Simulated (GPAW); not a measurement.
A run of GPAW 26.7.0:

The input run.py:

```python
import numpy as np
from ase.dft.bandgap import bandgap
from ase.io import read, write
from ase.units import GPa
from gpaw import GPAW, PW
from gpaw.spinorbit import soc_eigenstates

atoms = read('Ru.xyz')

calc = GPAW(mode=PW(600),
            xc='M06-L',
            kpts={'size': (8, 8, 5), 'gamma': True},
            occupations={'name': 'fermi-dirac', 'width': 0.05},
            nbands=29,
            convergence={'density': 1e-05, 'energy': 1e-05},
            maxiter=150,
            txt='gpaw.txt')
atoms.calc = calc
energy = atoms.get_potential_energy()
forces = atoms.get_forces()
stress = atoms.get_stress()
calc.write('gs.gpw')
write('result.traj', atoms)
print(f'Energy: {energy:.6f} eV')
print('Forces (eV/A):')
print(forces.round(4))
print('Stress (GPa):', (stress / GPa).round(3))
print('Fermi level:', round(calc.get_fermi_level(), 4), 'eV')
print(f'Gap: {bandgap(calc)[0]:.4f} eV, direct: {bandgap(calc, direct=True)[0]:.4f} eV')

path = atoms.cell.bandpath('GMKGALHA,LM,KH', npoints=100, eps=1e-4)
bs_calc = calc.fixed_density(kpts=path, symmetry='off', nbands=40,
                             convergence={'bands': 'CBM+6.0', 'eigenstates': 1e-6}, txt='bands.txt')
bs = bs_calc.band_structure()
bs.write('bs.json')
print(f'Gap on the path: {bandgap(bs_calc)[0]:.4f} eV')

soc = soc_eigenstates(bs_calc, theta=54.7, phi=45, ignore_xc_potential=True)
np.savetxt('soc_bands.dat', soc.eigenvalues(), fmt='%.4f')
mesh = soc_eigenstates('gs.gpw', theta=54.7, phi=45, ignore_xc_potential=True)
np.savetxt('soc_mesh.dat', mesh.eigenvalues(), fmt='%.4f')
print('Fermi level with spin-orbit coupling:', round(mesh.fermi_level, 4), 'eV')
```

File Ru.xyz:

```xyz
2
Lattice="2.7058000000 0.0000000000 0.0000000000 -1.3529000000 2.3432915376 0.0000000000 0.0000000000 0.0000000000 4.2819000000" Properties=species:S:1:pos:R:3 pbc="T T T"
Ru     1.3529000001      0.7810971791      3.2114250000
Ru    -0.0000000001      1.5621943585      1.0704750000
```

Potentials or basis: GPAW PAW data sets (gpaw-data 1.2.1), pw.

The run is started by

```bash
$ OMP_NUM_THREADS=1 python run.py
```

Hardware: 1 thread of Intel(R) Xeon(R) Platinum 8488C (Sapphire Rapids) (shared host).

Question: Estimate the wall time of this run.

Answer: Run time: 2.1 min on 1 thread of Intel(R) Xeon(R) Platinum 8488C (Sapphire Rapids) (shared host), peak memory 0.39 GiB. Counts: scf iterations 26, plane waves 929, bands 29, k points 40.
